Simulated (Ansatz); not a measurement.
# Ge (Fd-3m) in Ansatz: further runs

One crystal, Ge, is run at these levels: Slater exchange only, PBE-LDA, RPBE, PBE exchange only; tasks: electric field gradients, density of states, phonons.

Everything below comes from runs of Ansatz 0.2.0. Logs are shortened: lines on timing, memory, paths and dates and some standing lists are left out, and cuts for length are marked.

**Experimental background.**

From “Electronic and optical properties of SixGe1-x-ySny alloys lattice-matched to Ge”, 2021, arxiv:2109.02782, for a bulk crystal of Ge: band gap 0.666 eV (indirect) at 293 K; band gap 0.807 eV (direct) at 300 K.

“Temperature-dependent photoluminescence in Ge: experiment and theory”, 2020, arxiv:2003.00143 reports, for a bulk crystal of Ge at 0 K: band gap 0.744 eV (indirect).

How close the calculation comes is told below.

**1. Starting point**

It takes space group Fd-3m (No. 227, cubic). The conventional cell has a = 5.658 Å, b = 5.658 Å, c = 5.658 Å, α = 90.00°, β = 90.00°, γ = 90.00°. Ge (site symmetry -43m) is surrounded by 4 Ge at 2.45 Å.

**2. Electric field gradients, Slater exchange only, collinear spin, ferrimagnetic start**

Contents of input.yaml:

```yaml
crystal:
  lattice:
    - [0.0, 2.82891, 2.82891]
    - [2.82891, 0.0, 2.82891]
    - [2.82891, 2.82891, 0.0]
  atoms:
    - { symbol: Ge, position: [0.75, 0.75, 0.75], spin: 0.5 }
    - { symbol: Ge, position: [0.5, 0.5, 0.5], spin: -0.25 }
kpoints:
  mp_grid: { grid: [8, 8, 8] }
scf:
  occupations: { method: fermi_dirac, width: 0.15 }
hamiltonian:
  xc: { exchange: slater, correlation: none }
  pseudopotentials: { kind: all_electron, datasets: crystal }
magnetization:
  spin_polarized: true
output:
  forces: true
  stress: true
  eigenvalues: true
  efg: {}
```

Potentials or basis: all-electron PAW datasets made for the crystal.

The run is started by

```sh
$ ansatz run input.yaml --threads 1 --pin off --max-ram 2560MiB --backend cpu --events-out ev --progress --plain --runs-dir out
```

Log:

```text
Warning: RAYON_NUM_THREADS=1 ignored (pool sized by the plan → 1); use --threads N
hamiltonian.pseudopotentials.datasets: crystal makes datasets for this crystal and solves the spheres of its atoms anew in each pass: cutoff 300.0 eV, the density's 1200.0 eV; for an error of 0.50 meV an atom under PBE, 1.0 meV for the cell; an energy difference from a run of another recipe may be off by several times the error for the cell, under r2SCAN by more, where some 0.1 meV an atom stays at smaller errors; Ge in spheres of 1.222 Å, 14 of its electrons in bands
Engine: ansatz 0.2.0, x86_64-unknown-linux-gnu
Pseudopotentials: kind: all_electron
Pseudopotential: Ge, paw, valence charge 14, recommended cutoff 300 eV (normal), crystal/all_electron/lda/scalar/gaussian/Ge, Koelling and Harmon's equation, gaussian nucleus
Functional definition: unnamed
  exchange = slater_x
  correlation = 0
a search for the magnetic state begins, with frozen cores and fixed partial waves. It gives no result and prints no iterations
the search for the magnetic state of this step took 13 SCF iterations with frozen cores. It stayed in its first state, in which the spheres begin
Crystal: 2 atoms, lattice volume = 45.278 Å³
Basis set: ecut = 300 eV, 531 PW (Γ)
Bands: 19, of which v1, the nominal top of the filled ones, is band 14 counted from 1 (13 counted from 0)
Symmetry: 24 space group operations
Space group: F-43m (ITA 216), of the structure as read, at distance tolerance 3.6e-5 Å
Magnetic group: BNS 216.74 (UNI 1576), of the structure as read, at distance tolerance 3.6e-5 Å
k-points: 29 of 512 (time reversal used)
Non-local potential: Ge, projectors of the file, l = 0: 1, l = 1: 1, l = 2: 2
PAW form: soft (Blöchl's): semilocal exchange-correlation on the pseudo side does not see the compensation charge
PAW one-centre angular grid: Ge, 590 points (default); XC on its mesh's 1871 points in the sphere
Initial density: read from a saved state, or passed on in memory by an earlier SCF of this step, an earlier step, the calling program or the single point that the run made first
Starting moments: Σ|m| = 0.75 μB on 2 of 2 sites; this step starts from the density that it was given
Initial wavefunctions: pseudopotential atomic-orbital guess
Functional: x = slater, c = none
iter 1 solved again at ethr=3.99e-5 eV; its pass at ethr=1.00e-1 eV (dr2=1.12e-2 eV) is discarded
SCF iter   1: F=—  HF=-113917.938961 eV  |F-HF|=—  |Δ(HF+E_count)|=         —  Δρ=5.88e-3 (↑5.88e-3 ↓5.88e-3)  dr2=1.22e-2  dr2_m=1.05e-11  M=-0.000 μB ∫|m|=0.000 μB  β_m=0.30  ethr=3.99e-5  ⟨swp⟩=5.5  Hψ=7064  notcnv=0
preconditioner: auto → Kerker (q_TF=auto, 2.518 Å⁻¹)  [metal: Δε(μ)=0.036 eV  Ē_g=24.090 eV  σ=0.150 eV  W_gap=0.06  n_scr=14 (ndim 8)  ℏωp=29.2 eV  f_vac=0.052  D(μ)=0.18/eV (n_scr^D=0)]
spin=Collinear: Kerker preconditioning applied to the charge; magnetization (m = ρ↑ − ρ↓) channel mixes plain (no charge-response kernel on spin).
SCF iter   2: F=—  HF=-113917.917093 eV  |F-HF|=—  |Δ(HF+E_count)|=   2.19e-2  Δρ=4.45e-3 (↑4.45e-3 ↓4.45e-3)  dr2=7.83e-3  dr2_m=7.12e-12  M=-0.000 μB ∫|m|=0.000 μB  β_m=0.58  ethr=3.99e-5  ⟨swp⟩=2.0  Hψ=1944  notcnv=0
SCF iter   3: F=—  HF=-113917.898610 eV  |F-HF|=—  |Δ(HF+E_count)|=   1.85e-2  Δρ=1.01e-3 (↑1.01e-3 ↓1.01e-3)  dr2=8.46e-4  dr2_m=5.46e-13  M=-0.000 μB ∫|m|=0.000 μB  β_m=0.62  ethr=2.80e-5  ⟨swp⟩=2.1  Hψ=1948  notcnv=0
SCF iter   4: F=—  HF=-113917.899726 eV  |F-HF|=—  |Δ(HF+E_count)|=   1.12e-3  Δρ=3.65e-4 (↑3.65e-4 ↓3.65e-4)  dr2=2.27e-4  dr2_m=7.80e-14  M=-0.000 μB ∫|m|=0.000 μB  β_m=0.62  ethr=3.02e-6  ⟨swp⟩=2.0  Hψ=2400  notcnv=0
SCF iter   5: F=—  HF=-113917.899624 eV  |F-HF|=—  |Δ(HF+E_count)|=   1.01e-4  Δρ=1.97e-4 (↑1.97e-4 ↓1.97e-4)  dr2=7.99e-5  dr2_m=2.13e-14  M=-0.000 μB ∫|m|=0.000 μB  β_m=0.81  ethr=8.09e-7  ⟨swp⟩=2.0  Hψ=1944  notcnv=0
iter 6 solved again at ethr=1.10e-8 eV; its pass at ethr=2.85e-7 eV (dr2=3.09e-6 eV) is discarded
SCF iter   6: F=—  HF=-113917.899572 eV  |F-HF|=—  |Δ(HF+E_count)|=   5.24e-5  Δρ=3.19e-5 (↑3.19e-5 ↓3.19e-5)  dr2=3.05e-6  dr2_m=1.16e-16  M=-0.000 μB ∫|m|=0.000 μB  β_m=0.90  ethr=1.10e-8  ⟨swp⟩=2.5  Hψ=4246  notcnv=0
SCF iter   7: F=—  HF=-113917.899571 eV  |F-HF|=—  |Δ(HF+E_count)|=   9.74e-7  Δρ=9.55e-6 (↑9.55e-6 ↓9.55e-6)  dr2=1.97e-7  dr2_m=4.98e-17  M=-0.000 μB ∫|m|=0.000 μB  β_m=0.95  ethr=1.09e-8  ⟨swp⟩=3.0  Hψ=2186  notcnv=0
SCF iter   8: F=-113917.899571 eV  HF=-113917.899571 eV  |F-HF|=2.48e-8  |Δ(HF+E_count)|=   3.42e-8  Δρ=2.94e-6 (↑2.94e-6 ↓2.94e-6)  dr2=2.17e-8  dr2_m=5.32e-19  M=-0.000 μB ∫|m|=0.000 μB  ethr=7.03e-10  ⟨swp⟩=3.0  Hψ=2524  notcnv=0
WARN: the starting moments were not kept: the SCF closed with an absolute magnetisation of 1.0e-9 μB, where they sum to 0.75 μB in size (2 sites). That is at most 0.1 of that sum. Measured as dr2_m measures the in/out step, that magnetisation stands 1.2e-19 eV from none, at or under the dr2_threshold of 6.2e-8 eV: it is no larger than a step whose dr2_m would equal this threshold. The system may hold no moment; this SCF shows only that its start led to no more than that. This SCF took its magnetisation from a saved state (the deck's checkpoint.read, a session's seed or a resume), or from the single point or search that the run made first, and not from the starting moments. Where the run's atoms have moved since that state, how it is taken is a key of its own (checkpoint.density_extrapolation: follow_atoms, where typed, takes the whole of its magnetisation to them with its atoms, but for some exceptions; the density_extrapolation keyword of a session's seed is the same key). To be rid of a resumed run's state, run its deck in a fresh run directory. To be rid of the state of a single point that the run made first, give starting moments in the input or, where a deck that gives them still makes one, type scf.lower_state_search: off. To try another start, run it without that state. A second SCF, from the converged charge density, with the starting moments and any scf.initial_density.shell_occupations laid on it anew, would have followed, and was not run: the deck does not ask for one (magnetization.retry_lost_moments is false, the default). To let it run, set magnetization.retry_lost_moments: true and run the deck again, where that key's refused combinations let it; where memory then withholds it, that run's warning says so.
SCF 1 converged in 8 iterations: F = -113917.899568 eV  dr2 = 2.17e-8
  Residual-converged pass: ⟨swp⟩=2.3  Hψ=1354  notcnv=0  max |occ|·‖R‖ = 5.1e-6 eV (tolerance 5.3e-6 eV)  dr2=2.17e-8  dr2_m=6.18e-19  dr2_onsite=4.89e-8  max |Δocc| = 4.6e-10
SCF converged after 8 iterations
Magnetization: -0.0000 μB (14.0000 up, 14.0000 down)
Absolute magnetization: 0.0000 μB (∫|ρ↑−ρ↓|)
Spin contamination: 0.1337 ħ² per cell (⟨S²⟩ above its minimum at these occupations)
Per-site moments (μB) at R_I (Å): [(2.4750542264751865e-10, 1.0105870190706823), (-3.2203256607819676e-10, 1.0105870190706823)]
Free energy (F): -113917.899568 eV
Harris-Foulkes:  -113917.899568 eV  (|F-HF|=2.48e-8)
Internal energy: -113917.884931 eV  (E = F + TS)
E sigma→0 (E₀):  -113917.892250 eV
Entropy (-TS):   -0.014637 eV (-7.319 meV/atom)
Past the cutoff: the bands carry plane waves up to 1.75 times it, of which those up to 1.5 times it add -0.000250 eV an atom, each by itself; the spheres take 0.000606 eV an atom off the energy for waves past 1.75 times it
By the cutoff:   a pressure is off by up to 0.009 GPa (1.2 times the spheres' own share and the shells' term, over an atom's volume, and 0.004 GPa: a bound that held against runs at twice the plane waves)
Past the cutoffs: a stress includes 0.0030 GPa for waves and charges beyond them, in addition to the slope of what the spheres take
In the spheres:  the bands' charges fall short by 1.3e-6 e at most (sound up to 1e-3)
Fermi energy:    11.108202 eV
--- Per-component energies (eV) ---
  E_band       = -221.074699
  E_kinetic    = 152.701297
  E_local      = -3103.809914  (includes V_loc(G=0)·N_el)
  E_nonlocal   = -951.275658
  E_hartree    = 1451.798488
  E_xc         = -79.860037
  E_vxc        = -103.295530  (∫ρ·V_xc dr)
  E_paw        = -118058.244345  (= ΣΔE_a)
  E_vpaw       = -8476.925061  (= ΣTr[D̂ρ^β])
  E_ewald      = -2687.134708
  E_smearing   = -0.014637  (= −TS)
  E_closure    = 9357.939946  (closes the sum)
  Σ components = -113917.899568   (vs F -113917.899568, Δ=0.00e0)
  The terms above E_closure are by the made datasets' own strengths, without shells solved beside the bands.
--- Forces (eV/Å), atoms counted from 1 ---
  atom   1  Ge    -0.00000000     0.00000000    -0.00000000
  atom   2  Ge     0.00000000     0.00000000     0.00000000
  max |Σ_I F_I| component: 2.88e-17 eV/Å
--- Stress (GPa, compression-positive) ---
        3.177787      -0.000000      -0.000000
        0.000000       3.177787       0.000000
       -0.000000       0.000000       3.177787
  P = ⅓ Tr σ = 3.1778 GPa (31.778 kbar)
--- PAW observables at the nuclei: V_zz in 10²¹ V/m², potentials from the cell's mean, atoms counted from 1 ---
  atom   1  Ge V_zz =    -0.000000   η = 0.0000   by run symmetry: forbidden
            electrostatic potential = -4316.599651 V   contact ρ = 209264.662291 e/Å³   contact ρ_s (e/Å³): all electrons +0.000000, valence +0.000000
  atom   2  Ge V_zz =    +0.000000   η = 0.0000   by run symmetry: forbidden
            electrostatic potential = -4316.599689 V   contact ρ = 209264.662449 e/Å³   contact ρ_s (e/Å³): all electrons +0.000002, valence -0.000000
--- Band table (eV; the first three rows and the last of 58) ---
  k-point 0 ↑: bands = ["-13.3750", "-13.3750", "-13.3750", "-13.3382", "-13.3382", "-13.1213", "-13.1213", "-13.1213", "-13.1069", "-13.1069", "-1.6886", "11.0194", "11.1546", "11.1546", "11.1546", "13.6292", "13.6292"]
  k-point 1 ↑: bands = ["-13.3834", "-13.3834", "-13.3724", "-13.3264", "-13.3264", "-13.1334", "-13.1334", "-13.1244", "-13.0967", "-13.0967", "-1.4974", "8.7333", "10.8123", "10.8123", "12.0615", "14.0828", "14.0828"]
  k-point 2 ↑: bands = ["-13.3937", "-13.3937", "-13.3661", "-13.3087", "-13.3087", "-13.1475", "-13.1475", "-13.1319", "-13.0862", "-13.0862", "-0.9424", "6.3697", "10.2596", "10.2596", "11.6634", "14.7075", "14.7075"]
  k-point 28 ↓: bands = ["-13.4240", "-13.4240", "-13.2786", "-13.2786", "-13.2280", "-13.2279", "-13.1947", "-13.1947", "-13.0524", "-13.0524", "2.3149", "2.3149", "7.1658", "7.1658", "15.3570", "15.3570", "15.6903"]
```

Run time: 14 s. Hardware: 1 thread of Intel Xeon Platinum 8488C (Sapphire Rapids), shared host; peak memory 0.56 GiB.

Results:

* Free energy: -113917.8996 eV
* Pressure: 3.2 GPa
* Band gap on the k mesh: none (metal or under the smearing width)
* Net moment: 0.00 μB per cell
* Absolute moment: 0.00 μB per cell

Levels at points of the mesh, in eV from the Fermi level:
Spin up:
```tsv
k point	band 12	band 13	band 14	band 15	band 16	band 17
(0.00, 0.00, 0.00)	-0.09	0.05	0.05	0.05	2.52	2.52
(0.00, 0.00, -0.50)	-7.64	-1.37	-1.37	0.05	3.69	3.69
(0.00, -0.50, -0.50)	-8.90	-3.07	-3.07	0.59	0.59	9.45
```
Spin down:
```csv
k point,band 12,band 13,band 14,band 15,band 16,band 17
"(0.00, 0.00, 0.00)",-0.09,0.05,0.05,0.05,2.52,2.52
"(0.00, 0.00, -0.50)",-7.64,-1.37,-1.37,0.05,3.69,3.69
"(0.00, -0.50, -0.50)",-8.90,-3.07,-3.07,0.59,0.59,9.45
```

Caveat: this crystal is a semiconductor, whose small gap the functional closes, so the metal is an error of the method; the starting moments weren't kept.

**3. Density of states, PBE-LDA**

Contents of input.yaml:

```yaml
crystal:
  lattice: { a: 5.65782, b: 5.65782, c: 5.65782, alpha: 90.0, beta: 90.0, gamma: 90.0 }
  space_group: 227
  setting: { hermann_mauguin: Fd-3m, origin_choice: 1 }
  reduce_to_primitive: true
  atoms:
    - { symbol: Ge, position: [0.25, 0.25, 0.25] }
kpoints:
  mp_grid: { grid: [8, 8, 8] }
scf:
  occupations: { method: tetrahedron }
  lower_state_search: "off"
hamiltonian:
  xc: { exchange: pbe, correlation: lda }
  pseudopotentials: { kind: all_electron, datasets: crystal }
output:
  forces: true
  stress: true
  eigenvalues: true
  dos: { projected: false, de: 0.1, e_range: [-20, 6] }
basis:
  xc_grid: 1
```

Potentials or basis: all-electron PAW datasets made for the crystal.

The run is started by

```sh
$ ansatz run input.yaml --threads 1 --pin off --max-ram 2560MiB --backend cpu --events-out ev --progress --plain --runs-dir out
```

It took 4.6 s on 1 thread of Intel Xeon Platinum 8488C (Sapphire Rapids), shared host; peak memory 0.38 GiB.

The run converged. Its results:

| Property | Result |
| --- | --- |
| Free energy | -114304.0224 eV |
| Pressure | 9.2 GPa |
| Band gap on the k mesh | none (metal or under the smearing width) |

Levels at points of the mesh, in eV from the Fermi level:
| k point | band 2 | band 3 | band 4 | band 5 | band 6 |
| --- | --- | --- | --- | --- | --- |
| (0.00, 0.00, 0.00) | -0.15 | 0.00 | 0.00 | 0.00 | 2.61 |
| (0.00, 0.00, -0.50) | -7.55 | -1.39 | -1.39 | 0.23 | 3.87 |
| (0.00, -0.50, -0.50) | -8.92 | -3.01 | -3.01 | 1.01 | 1.01 |

States per cell in windows of 1 eV (zero at the Fermi level; states under -8 eV left out):
```
from (eV)  total
     -8.0   0.85
     -7.0   0.43
     -6.0   0.24
     -5.0   0.21
     -4.0   1.25
     -3.0   1.49
     -2.0   1.07
     -1.0   0.23
      0.0   0.05
      1.0   1.07
      2.0   1.29
      3.0   1.16
      4.0   1.21
      5.0   1.34
```

Caveat: the program warned that the printed levels may be off, so bands, gaps and densities of states are rough; with tetrahedron occupations forces and stress needn't match the slope of the energy.

**4. Electric field gradients, RPBE**

Contents of input.yaml:

```yaml
crystal:
  lattice: { a: 5.65782, b: 5.65782, c: 5.65782, alpha: 90.0, beta: 90.0, gamma: 90.0 }
  space_group: 227
  setting: { hermann_mauguin: Fd-3m, origin_choice: 1 }
  reduce_to_primitive: true
  atoms:
    - { symbol: Ge, position: [0.25, 0.25, 0.25] }
kpoints:
  mp_grid: { grid: [8, 8, 8] }
scf:
  occupations: { method: fermi_dirac, width: 0.025 }
hamiltonian:
  xc: rpbe
  pseudopotentials: { kind: all_electron, datasets: crystal }
output:
  forces: true
  stress: true
  eigenvalues: true
  efg: {}
  elf: true
  volumetric_format: npy
```

Potentials or basis: all-electron PAW datasets made for the crystal.

The run is started by

```sh
$ ansatz run input.yaml --threads 1 --pin off --max-ram 2560MiB --backend cpu --events-out ev --progress --plain --runs-dir out
```

Log:

```text
Warning: RAYON_NUM_THREADS=1 ignored (pool sized by the plan → 1); use --threads N
crystal.space_group: 227 is read as Fd-3m (origin choice 1): the typed cell holds Ge8 (Ge 8a). Least distances (Å): Ge–Ge 2.450
crystal.space_group generates its sites in this order, which a site index counts, at these fractional coordinates of the primitive cell where crystal.reduce_to_primitive is true, and else of the cell that is read (crystal.supercell repeats the list replica by replica, and crystal.defects acts on that): 0: Ge [0.250000, 0.250000, 0.250000]; 1: Ge [1.000000, 1.000000, 1.000000];
hamiltonian.pseudopotentials.datasets: crystal makes datasets for this crystal and solves the spheres of its atoms anew in each pass: cutoff 140.0 eV, the density's 840.0 eV; for an error of 0.50 meV an atom under PBE, 1.0 meV for the cell; an energy difference from a run of another recipe may be off by several times the error for the cell, under r2SCAN by more, where some 0.1 meV an atom stays at smaller errors; Ge in spheres of 1.222 Å, 4 of its electrons in bands, 10 on its site; only band paths and densities of states list, in semicore columns, the levels of the semicore shells that are solved separately: 3d of Ge
[... 2 set-up lines as earlier in the session ...]
Pseudopotential: Ge, paw, valence charge 14, recommended cutoff 140 eV (normal), crystal/all_electron/pbe/scalar/gaussian/Ge, Koelling and Harmon's equation, gaussian nucleus
Functional definition: RPBE
  parameter kappa = 0.804
  parameter beta = 0.06672455060314922
  exchange = rpbe_x(kappa = kappa, mu = beta*pi^2/3)
  correlation = pbe_c(beta = beta)
Crystal: 2 atoms, lattice volume = 45.278 Å³
Basis set: ecut = 140 eV, 169 PW (Γ), exchange–correlation on 40×40×40 points (8 copies of the dense FFT grid, shifted against one another)
Bands: 8, of which v1, the nominal top of the filled ones, is band 4 counted from 1 (3 counted from 0)
Symmetry: 48 space group operations
Space group: Fd-3m (ITA 227), of the structure as read, at distance tolerance 3.6e-5 Å
k-points: 29 of 512
Non-local potential: Ge, projectors of the file, l = 0: 1, l = 1: 1
[... 1 set-up line as earlier in the session ...]
PAW one-centre angular grid: Ge, 110 points (default); XC on its mesh's 1871 points in the sphere
Initial density: superposition of atomic densities (neutral atoms: chi_scale 0, normalization atom)
[... 26 lines left out ...]
  E_band       = 35.790421
  E_kinetic    = 84.119351
  E_local      = -3035.332585  (includes V_loc(G=0)·N_el)
  E_nonlocal   = 15.609146
  E_hartree    = 1442.467814
  E_xc         = -112.108688
  E_vxc        = -125.052964  (∫ρ·V_xc dr)
  E_paw        = -118706.383862  (= ΣΔE_a)
  E_vpaw       = -8543.236369  (= ΣTr[D̂ρ^β])
  E_ewald      = -2687.134708
  E_smearing   = -0.000068  (= −TS)
  E_closure    = 8754.745516  (closes the sum)
  Σ components = -114244.018083   (vs F -114244.018083, Δ=0.00e0)
  The terms above E_closure are by the made datasets' own strengths, without shells solved beside the bands.
--- Forces (eV/Å), atoms counted from 1 ---
  atom   1  Ge     0.00000000     0.00000000     0.00000000
  atom   2  Ge    -0.00000000    -0.00000000    -0.00000000
  max |Σ_I F_I| component: 1.04e-17 eV/Å
--- Stress (GPa, compression-positive) ---
        5.377553       0.000000      -0.000000
        0.000000       5.377553      -0.000000
       -0.000000      -0.000000       5.377553
  P = ⅓ Tr σ = 5.3776 GPa (53.776 kbar)
  It holds what live shells' own plane waves past their cutoff add
--- PAW observables at the nuclei: V_zz in 10²¹ V/m², potentials from the cell's mean, atoms counted from 1 ---
  atom   1  Ge V_zz =    -0.000000   η = 0.0000   by run symmetry: forbidden
            electrostatic potential = -4321.758213 V   contact ρ = 210442.876812 e/Å³
  atom   2  Ge V_zz =    -0.000000   η = 0.0000   by run symmetry: forbidden
            electrostatic potential = -4321.758213 V   contact ρ = 210442.876812 e/Å³
--- Band table (eV; the first three rows and the last of 29) ---
  k-point 0: bands = ["-2.6453", "10.0946", "10.0946", "10.0946", "10.2433", "12.6550"]
  k-point 1: bands = ["-2.4551", "7.7805", "9.7598", "9.7598", "11.2045", "13.1035"]
  k-point 2: bands = ["-1.9033", "5.4139", "9.2121", "9.2121", "10.8448", "13.7372"]
  k-point 28: bands = ["1.3387", "1.3387", "6.2116", "6.2116", "14.4637", "14.4637"]
```

Run time: 2.2 s. Hardware: 1 thread of Intel Xeon 6975P-C (Granite Rapids), shared host; peak memory 0.43 GiB.

What came out:

| Property | Result |
| --- | --- |
| Free energy | -114244.0181 eV |
| Pressure | 5.4 GPa |
| Band gap on the k mesh | 0.15 eV, direct |

Levels at points of the mesh, in eV from the valence-band top:
```csv
k point,band 1,band 2,band 3,band 4,band 5,band 6
"(0.00, 0.00, 0.00)",-12.74,0.00,0.00,0.00,0.15,2.56
"(0.00, 0.00, -0.50)",-10.65,-7.56,-1.41,-1.41,0.27,3.76
"(0.00, -0.50, -0.50)",-8.85,-8.85,-3.07,-3.07,0.83,0.83
```

[end of part 1 of 2]
